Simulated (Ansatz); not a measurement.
**BeS (rocksalt) from LDA to hybrids**

All numbers come from the PAW code Ansatz. The calculation is spin-unpolarised, and the structure need not be a phase that has been made.

Structure: BeS in the rocksalt structure, at its r2SCAN minimum. It is cubic, Fm-3m (No. 225); conventional cell a = 4.635 Å, 12.44 Å³ an atom. Around Be lie 6 S at 2.32 Å; around S lie 6 Be at 2.32 Å.

```cif
data_structure
_symmetry_space_group_name_H-M 'Fm-3m'
_symmetry_Int_Tables_number 225
_cell_length_a 4.6346
_cell_length_b 4.6346
_cell_length_c 4.6346
_cell_angle_alpha 90.000
_cell_angle_beta 90.000
_cell_angle_gamma 90.000
_cell_volume 99.55
loop_
_atom_site_label
_atom_site_type_symbol
_atom_site_symmetry_multiplicity
_atom_site_Wyckoff_symbol
_atom_site_fract_x
_atom_site_fract_y
_atom_site_fract_z
_atom_site_occupancy
Be1 Be 4 a 0.00000 0.00000 0.00000 1
S1 S 4 b 0.50000 0.00000 0.00000 1
```

Relaxed lattice by functional, symmetry kept:
```csv
functional,k mesh,a (Å),volume (Å³/atom)
PBE,10×10×10,4.629,12.40
r2SCAN,8×8×8,4.635,12.44
PBEsol,8×8×8,4.590,12.09
LDA,8×8×8,4.556,11.82
HSE06,6×6×6,4.610,12.25
```

On this one geometry the levels give:

| level | k mesh | gap (eV) | kind | edges | least direct gap (eV) | rough cost |
| --- | --- | --- | --- | --- | --- | --- |
| LDA | 10×10×10 | 0.95 | indirect | K–Γ (0.60) → X | 4.15 | 1 core-seconds |
| PBE | 10×10×10 | 0.96 | indirect | K–Γ (0.60) → X | 4.14 | 1.2 core-seconds |
| r2SCAN | 10×10×10 | 1.33 | indirect | K–Γ (0.60) → X | 4.60 | 2.1 core-seconds |
| HSE06 | 6×6×6 | 1.73 | indirect | K–Γ (0.60) → X | 5.21 | 30 core-seconds |
| DDH-PBE0 | 6×6×6 | 1.60 | indirect | K–Γ (0.60) → X | 4.93 | 30 core-seconds |
| PBE0 | 6×6×6 | 2.43 | indirect | K–Γ (0.60) → X | 5.95 | 29 core-seconds |
| r2SCAN0 | 6×6×6 | 2.69 | indirect | K–Γ (0.60) → X | 6.25 | 40 core-seconds |
| Hartree-Fock | 6×6×6 | 7.65 | indirect | K–Γ (0.60) → X | 11.92 | 30 core-seconds |
| G0W0@PBE (74 empty bands, 120 eV, 6×6×6) | 6×6×6 | 1.69 | – | K–Γ (0.56) → X (mesh) | – | 16 core-seconds |
| G0W0@PBE (184 empty bands, 220 eV, 6×6×6) | 6×6×6 | 1.81 | – | K–Γ (0.56) → X (mesh) | – | 100 core-seconds |

PBE: smearing of 0.02 eV; the others have fixed occupations.
Wave cutoffs: 420 eV, 500 eV (r2SCAN, r2SCAN0).
Points off the special ones are mesh points or PBE's searched band edges, reused at the other levels.
The G0W0 gap is PBE's gap over the path plus the quasiparticle shift read on the mesh. The G0W0 figures hold for the stated bands, cutoff and mesh and aren't extrapolated.
Costs come from shared machines and give only the order; PBE's includes the band path. The runs had 2 threads of Arm Neoverse V2, on a shared host.

The HSE06 gap is indirect, 1.73 eV (K–Γ (0.60 of the way from K) to X), below the direct gap of 5.21 eV at X.

Taking G0W0@PBE (184 empty bands, 220 eV, 6×6×6), 1.81 eV, as the yardstick (a computed one, not at the basis limit), HSE06 comes nearest, -0.08 eV off, at about 14 times r2SCAN's cost; G0W0 itself took about 50 times r2SCAN's cost. The others: DDH-PBE0 -0.21, r2SCAN -0.48, PBE0 +0.62, PBE -0.85, LDA -0.86, r2SCAN0 +0.88, Hartree-Fock +5.84 eV. The yardstick still moved by +0.12 eV in its last step of bands and cutoff, so this order can change. r2SCAN covers 48 % of the step from PBE to HSE06, while HSE06 needs about 14 times r2SCAN's cost (on a coarser mesh). Among these functionals the gap stays indirect.

r2SCAN (ground state on 8×8×8): ε∞: 8.05 in all directions. Born charges, averaged over directions: Be +2.89, S -2.89 e. PBE (ground state on 8×8×8): ε∞: 8.98 in all directions. Born charges, averaged over directions: Be +2.89, S -2.89 e.

On the PBEsol cell (a = 4.590 Å), with PBEsol: One optical level at Γ is imaginary (187i cm⁻¹, printed negative): the cell isn't a minimum and would distort. The program warns that the force constants, and all that is formed from them, aren't settled on this k mesh. The electronic dielectric tensor ε∞ is 9.20 in all directions. Born charges, averaged over directions: Be +2.84, S -2.84 e.

The meshes of the hybrids are coarse, so their gaps aren't converged to the digits shown.
